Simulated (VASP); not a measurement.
# Sb (I4/mmm) in VASP: a series of runs

One crystal, Sb, is run at these levels: r2SCAN; tasks: single point.

All numbers are computed with VASP 6.6.1; they aren't measurements. Logs are shortened: lines on timing, memory, paths and dates and some standing lists are left out, and cuts for length are marked.

### Step 1. Starting point

The structure is tetragonal, space group I4/mmm (No. 139). Conventional cell: a = 3.153 Å, b = 3.153 Å, c = 5.424 Å, α = 90.00°, β = 90.00°, γ = 90.00°. Sb (site symmetry 4/mmm) is surrounded by 12 Sb at 3.15 to 3.51 Å.

This isn't the form of Sb at room conditions, which is rhombohedral.

### Step 2. Single point, r2SCAN

Input file INCAR:

```
ADDGRID = False
ALGO = Normal
EDIFF = 1E-6
ENCUT = 300
ISIF = 2
ISMEAR = 0
LASPH = True
LCHARG = False
LMIXTAU = True
LREAL = False
LWAVE = False
METAGGA = R2SCAN
NBANDS = 8
NELM = 100
PREC = Accurate
SIGMA = 0.05
```

Input file KPOINTS:

```
k-points
0
Gamma
  3 3 3
```

Input file POSCAR:

```
Sb
1.0
   -1.5765401831      1.5765401831      2.7119384313
    1.5765401831     -1.5765401831      2.7119384313
    1.5765401831      1.5765401831     -2.7119384313
Sb
1
Direct
    0.0000000000      0.0000000000      0.0000000000
```

Potentials or basis: VASP PAW PBE potentials, release 64 (Sb).

Launch:

```console
cat potpaw_PBE.64/Sb/POTCAR > POTCAR
mpirun -np 1 vasp_std > vasp.out
```

OUTCAR:

```text
EDIFF = 1E-6
   ENCUT = 300
   ISIF = 2
   ISMEAR = 0
   LASPH = True
   LREAL = False
   METAGGA = R2SCAN
   NELM = 100
   PREC = Accurate

 Found      6 irreducible k-points:

 Following reciprocal coordinates:
            Coordinates               Weight
  0.000000  0.000000  0.000000      1.000000
  0.333333  0.000000 -0.000000      8.000000
  0.333333  0.333333 -0.000000      8.000000
 -0.333333  0.333333  0.000000      4.000000
 -0.333333  0.333333  0.333333      4.000000
 -0.333333 -0.333333  0.333333      2.000000
   k-points           NKPTS =      6   k-points in BZ     NKDIM =      6   number of bands    NBANDS=      8
   number of dos      NEDOS =    301   number of ions     NIONS =      1
   total plane-waves  NPLWV =   8000
   dimension x,y,z NGX =    20 NGY =   20 NGZ =   20
   dimension x,y,z NGXF=    40 NGYF=   40 NGZF=   40
   ions per type =               1
   NGX,Y,Z   is equivalent  to a cutoff of   9.47,  9.47,  9.47 a.u.
   NGXF,Y,Z  is equivalent  to a cutoff of  18.94, 18.94, 18.94 a.u.
 SYSTEM =  unknown system
   PREC   = accura    normal or accurate (medium, high low for compatibility)
   ISTART =      0    job   : 0-new  1-cont  2-samecut
   ICHARG =      2    charge: 1-file 2-atom 10-const
   ISPIN  =      1    spin polarized calculation?
   LNONCOLLINEAR =      F non collinear calculations
   LSORBIT =      F    spin-orbit coupling
   LASPH  =      T    aspherical Exc in radial PAW
   ENCUT  =  300.0 eV  22.05 Ry    4.70 a.u.   4.96  4.96  4.96*2*pi/ulx,y,z
   NELM   =    100;   NELMIN=  2; NELMDL= -5     # of ELM steps
   EDIFF  = 0.1E-05   stopping-criterion for ELM
   LREAL  =      F    real-space projection
   EDIFFG = 0.1E-04   stopping-criterion for IOM
   NSW    =      0    number of steps for IOM
   IBRION =     -1    ionic relax: 0-MD 1-quasi-New 2-CG
   NFREE  =      0    steps in history (QN), initial steepest desc. (CG)
   ISIF   =      2    stress and relaxation
   ISYM   =      2    0-nonsym 1-usesym 2-fastsym
   POTIM  = 0.5000    time-step for ionic-motion
   TEBEG  =    0.0;   TEEND  =   0.0 temperature during run
   PSTRESS=    0.0 pullay stress
   NELECT =       5.0000    total number of electrons
   NUPDOWN=      -1.0000    fix difference up-down
   EMIN   =  10.00;   EMAX   =-10.00  energy-range for DOS
   EFERMI =   0.00;   METHOD = LEGACY
   ISMEAR =     0;   SIGMA  =   0.05  broadening in eV -4-tet -1-fermi 0-gaus
   EFERMI_NEDOS =   21; number of points for ismear=-14 and -15
   IALGO  =     38    algorithm
   IMIX   =      4    mixing-type and parameters
     AMIX     =   0.40;   BMIX     =  1.00
     AMIX_MAG =   1.60;   BMIX_MAG =  1.00
  volume/ion in A,a.u.               =      26.96       181.95
  Fermi-wavevector in a.u.,A,eV,Ry     =   0.933573  1.764197 11.858269  0.871558
  Thomas-Fermi vector in A             =   2.060288
   LORBIT       =      0    0 simple, 1 ext, 2 COOP (PROOUT), +10 PAW based schemes
   METAGGA = R2SCAN    functional components
   LHFCALC =     F    Hartree Fock is set to
   AEXX    =    0.0000 exact exchange contribution
   IVDW    =     0    specifies the selected vdW correction
   LEPSILON=     F    determine dielectric tensor
   LRPA    =     F    only Hartree local field effects (RPA)
 non-spin polarized calculation
 Gauss-broadening in eV      SIGMA  =   0.05
  energy-cutoff  :      300.00
  volume of cell :       26.96
 maximum number of plane-waves:       328
   NGX =  9   NGY =  9   NGZ =  9

 number of electron       4.9999998 magnetization

 Free energy of the ion-electron system (eV)
  ---------------------------------------------------
  ext. energy  EPLUGINS =         0.00000000
  ---------------------------------------------------
  free energy    TOTEN  =       -25.81841277 eV

  energy without entropy =      -25.81444045  energy(sigma->0) =      -25.81642661

 E-fermi :   8.4049     XC(G=0): -10.7846

 val. band max:        8.3936080778   @ k =  -0.3333   0.3333   0.0000
 cond. band min:       9.2127224719   @ k =   0.3333   0.3333  -0.0000
 fundamental gap:      0.8191143941
 Fermi energy:         8.4048736806

 k-point     1 :       0.0000    0.0000    0.0000
  band No.  band energies     occupation
      1      -5.1109      2.00000
      2      13.3334      0.00000
      3      14.2616      0.00000
      4      14.2616      0.00000
      5      18.2910      0.00000
      6      19.7216      0.00000
      7      19.7597      0.00000
      8      19.7597      0.00000

 k-point     2 :       0.3333    0.0000   -0.0000
  band No.  band energies     occupation
      1      -2.8137      2.00000
      2       5.3270      2.00000
      3      10.8929      0.00000
      4      14.1210      0.00000
      5      15.5059      0.00000
      6      18.5754      0.00000
      7      20.6362      0.00000
      8      21.4359      0.00000

 k-point     3 :       0.3333    0.3333   -0.0000
  band No.  band energies     occupation
      1       0.1705      2.00000
      2       5.3725      2.00000
      3       5.5567      2.00000
      4       9.2127      0.00000
      5      14.4620      0.00000
      6      19.9581      0.00000
      7      20.7060      0.00000
      8      21.8099      0.00000

 k-point     4 :      -0.3333    0.3333    0.0000
  band No.  band energies     occupation
      1      -1.6102      2.00000
      2       7.7944      2.00000
      3       8.3936      1.25000
      4       9.8926      0.00000
      5      13.7884      0.00000
      6      14.1301      0.00000
      7      21.5303      0.00000
      8      22.4210      0.00000

 k-point     5 :      -0.3333    0.3333    0.3333
  band No.  band energies     occupation
      1      -0.2248      2.00000
      2       4.2025      2.00000
      3       4.3130      2.00000
      4      12.4164      0.00000
      5      16.3268      0.00000
      6      23.0499      0.00000
      7      23.3686      0.00000
      8      23.8320      0.00000

 k-point     6 :      -0.3333   -0.3333    0.3333
  band No.  band energies     occupation
      1      -2.8510      2.00000
      2       5.2629      2.00000
      3      11.3189      0.00000
      4      11.3189      0.00000
      5      15.1049      0.00000
      6      15.7274      0.00000
      7      25.3802      0.00000
      8      25.3802      0.00000

------------------------ aborting loop because EDIFF is reached ----------------------------------------

  FORCE on cell =-STRESS in cart. coord.  units (eV):
  Direction    XX          YY          ZZ          XY          YZ          ZX
  --------------------------------------------------------------------------------------
  -------------------------------------------------------------------------------------
  Total        1.7058304      1.7058304     -1.9801476      0.0000000      0.0000000      0.0000000
  in kB      101.3669820    101.3669820   -117.6679641      0.0000000      0.0000000      0.0000000
  external PRESSURE =      28.3553333 kB  Pullay stress =       0.0000000 kB

 VOLUME and BASIS-vectors are now :
 -----------------------------------------------------------------------------
  energy-cutoff  :      300.00
  volume of cell :       26.96
      direct lattice vectors                 reciprocal lattice vectors
    -1.576540183  1.576540183  2.711938431     0.000000000  0.317150178  0.184369967
     1.576540183 -1.576540183  2.711938431     0.317150178  0.000000000  0.184369967
     1.576540183  1.576540183 -2.711938431     0.317150178  0.317150178  0.000000000

 POSITION                                       TOTAL-FORCE (eV/Angst)
 -----------------------------------------------------------------------------------
      0.00000      0.00000      0.00000         0.000000      0.000000     -0.000000
 -----------------------------------------------------------------------------------
    total drift:                               -0.000000      0.000000     -0.000000

  FREE ENERGIE OF THE ION-ELECTRON SYSTEM (eV)
  ---------------------------------------------------
  free  energy   TOTEN  =       -25.8184127730 eV

  energy  without entropy=      -25.8144404541  energy(sigma->0) =      -25.81642661
```

Run time: 6.2 s. Hardware: 1 thread of Intel Xeon Platinum 8375C at 2.90GHz (Ice Lake), shared host; peak memory 0.12 GiB.

These settings aren't checked as converged: the numbers below hold their error.

Results:

- Free energy: -25.8184 eV
- Pressure: 2.8 GPa
- Band gap on the k mesh: none (metal or under the smearing width)

Caveat: the k mesh is coarse (spacing up to 0.94 Å⁻¹), so the values aren't converged; the PAW data sets were made with another functional, which shifts forces and pressure a little.

### Step 3. Single point, r2SCAN

INCAR is that of step 2.

KPOINTS is that of step 2.

Input file POSCAR:

```
Sb
1.0
   -1.5638750000      1.6131910000      2.7402030000
    1.6104090000     -1.5604430000      2.7365900000
    1.5281950000      1.5247630000     -2.7095380000
Sb
1
Direct
    0.0004760000      0.0218010000      0.0165680000
```

Potentials or basis: VASP PAW PBE potentials, release 64 (Sb).

Launch:

```console
cat potpaw_PBE.64/Sb/POTCAR > POTCAR
mpirun -np 1 vasp_std > vasp.out
```

OUTCAR:

```text
EDIFF = 1E-6
   ENCUT = 300
   ISIF = 2
   ISMEAR = 0
   LASPH = True
   LREAL = False
   METAGGA = R2SCAN
   NELM = 100
   PREC = Accurate

 Found     14 irreducible k-points:

 Following reciprocal coordinates:
            Coordinates               Weight
  0.000000  0.000000  0.000000      1.000000
  0.333333 -0.000000  0.000000      2.000000
  0.000000  0.333333  0.000000      2.000000
  0.333333  0.333333  0.000000      2.000000
 -0.333333  0.333333 -0.000000      2.000000
  0.000000  0.000000  0.333333      2.000000
   k-points           NKPTS =     14   k-points in BZ     NKDIM =     14   number of bands    NBANDS=      8
   number of dos      NEDOS =    301   number of ions     NIONS =      1
   total plane-waves  NPLWV =   8000
   dimension x,y,z NGX =    20 NGY =   20 NGZ =   20
   dimension x,y,z NGXF=    40 NGYF=   40 NGZF=   40
   ions per type =               1
   NGX,Y,Z   is equivalent  to a cutoff of   9.38,  9.40,  9.60 a.u.
   NGXF,Y,Z  is equivalent  to a cutoff of  18.77, 18.80, 19.19 a.u.
 SYSTEM =  unknown system
   PREC   = accura    normal or accurate (medium, high low for compatibility)
   ISTART =      0    job   : 0-new  1-cont  2-samecut
   ICHARG =      2    charge: 1-file 2-atom 10-const
   ISPIN  =      1    spin polarized calculation?
   LNONCOLLINEAR =      F non collinear calculations
[... 59 lines left out ...]

 k-point     1 :       0.0000    0.0000    0.0000
  band No.  band energies     occupation
      1      -5.1137      2.00000
      2      13.1685      0.00000
      3      14.2558      0.00000
      4      14.3239      0.00000
      5      18.2297      0.00000
      6      19.3883      0.00000
      7      19.7444      0.00000
      8      19.9228      0.00000
[... 45 lines left out ...]
 k-point     6 :       0.0000    0.0000    0.3333
  band No.  band energies     occupation
      1      -1.5023      2.00000
      2       7.8991      2.00000
      3       8.2083      1.99998
      4       9.7411      0.00000
      5      13.7117      0.00000
      6      14.2119      0.00000
      7      21.1974      0.00000
      8      22.3009      0.00000

 [... further k-points ...]

------------------------ aborting loop because EDIFF is reached ----------------------------------------

  FORCE on cell =-STRESS in cart. coord.  units (eV):
  Direction    XX          YY          ZZ          XY          YZ          ZX
  --------------------------------------------------------------------------------------
  -------------------------------------------------------------------------------------
  Total        1.9152185      1.9271528     -2.1473106     -0.3898055     -0.0204088     -0.0586649
  in kB      113.8096640    114.5188445   -127.6014705    -23.1637441     -1.2127697     -3.4860938
  external PRESSURE =      33.5756794 kB  Pullay stress =       0.0000000 kB

 VOLUME and BASIS-vectors are now :
 -----------------------------------------------------------------------------
  energy-cutoff  :      300.00
  volume of cell :       26.96
      direct lattice vectors                 reciprocal lattice vectors
    -1.563875000  1.613191000  2.740203000     0.002055809  0.316948054  0.179518554
     1.610409000 -1.560443000  2.736590000     0.317083613  0.001847581  0.179876686
     1.528195000  1.524763000 -2.709538000     0.322328449  0.322401118 -0.005843793

 POSITION                                       TOTAL-FORCE (eV/Angst)
 -----------------------------------------------------------------------------------
      0.05968     -0.00799      0.01607         0.000000      0.000000      0.000000
 -----------------------------------------------------------------------------------
    total drift:                                0.000001      0.000001     -0.000001

  FREE ENERGIE OF THE ION-ELECTRON SYSTEM (eV)
  ---------------------------------------------------
  free  energy   TOTEN  =       -25.7885977509 eV

  energy  without entropy=      -25.7869329911  energy(sigma->0) =      -25.78776537
```

Wall time 8.9 s (1 thread of Intel Xeon Platinum 8375C at 2.90GHz (Ice Lake), shared host); peak memory 0.12 GiB.

These settings aren't checked as converged: the numbers below hold their error.

What came out:

```
Free energy            : -25.7886 eV
Pressure               : 3.4 GPa
Band gap on the k mesh : none (metal or under the smearing width)
```

Caveat: the k mesh is coarse (spacing up to 0.95 Å⁻¹), so the values aren't converged; the PAW data sets were made with another functional, which shifts forces and pressure a little.

(Continued in part 2 of 2.)
